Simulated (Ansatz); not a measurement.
A crystal relaxed with r2SCAN in Ansatz 0.2.0 has space group P6_3/mmc (No. 194) and a = 2.833 Å, c = 4.841 Å.

| atom | site | x | y | z |
| --- | --- | --- | --- | --- |
| Xx | 2a | 0.0000 | 0.0000 | 0.0000 |
| N | 2c | 0.3333 | 0.6667 | 0.2500 |

The r2SCAN gap is indirect, 5.69 eV (Γ to L–M (0.36 of the way from L)), below the direct gap of 5.91 eV at Γ. HSE06 gives an indirect gap of 6.30 eV, from Γ to L–M (0.36 of the way from L); the least direct gap is 6.68 eV at Γ. Meshes: r2SCAN 12×12×6, HSE06 9×9×4. r2SCAN's ε∞ is 4.8 along x and y, 5.0 along z.

Question: Which element is Xx?
A. Tl
B. In
C. Ga
D. Al

Answer: D. Xx is Al: AlN (NiAs type). Al is surrounded by 6 N at 2.03 Å; N is surrounded by 6 Al at 2.03 Å.

(Calculated; spin-unpolarised; the phase may be known or hypothetical.)

Where an edge lies off the special points, it is a point of the mesh or the k point where a search put PBE's edge or least direct gap, reused for the other functionals, whose own edges may lie a little apart.

The meshes of the hybrids are coarse, so their gaps aren't converged to the digits shown.
